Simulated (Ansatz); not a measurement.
Crystal: ZnO (zincite).

```xyz
4
Lattice="3.2493 0.0000 0.0000 -1.6247 2.8140 0.0000 0.0000 0.0000 5.2057" Properties=species:S:1:pos:R:3 pbc="T T T"
Zn    1.6247    0.9380    0.0000
Zn    0.0000    1.8760    2.6029
O     0.0000    1.8760    4.5759
O     1.6247    0.9380    1.9730
```

Base run:

- Program: Ansatz 0.2.0
- Functional: PBEsol
- Potentials or basis: all-electron LAPW, inner shells corrected to Dirac's equation
- Cutoff: 397 eV (chosen from the basis error)
- Basis error allowed: 0.002 eV/atom
- k mesh: 9 × 9 × 5
- Occupations: fermi-dirac, width 0.05 eV
- Spin: no spin polarisation

Its results: band gap on the k mesh 0.72 eV, direct; pressure -1.5 GPa; largest force 0.062 eV/Å.

Task: After a change of settings the same cell gave: band gap on the k mesh 0.96 eV, direct; pressure 0.0 GPa; largest force 0.072 eV/Å. Which change was it?
A. potentials or basis from all-electron LAPW, inner shells corrected to Dirac's equation to all-electron PAW datasets made for the crystal
B. potentials or basis from all-electron LAPW, inner shells corrected to Dirac's equation to all-electron LAPW, scalar-relativistic
C. potentials or basis from all-electron LAPW, inner shells corrected to Dirac's equation to all-electron LAPW, non-relativistic

Result: C.

The runs don't all hold the same shells in valence.
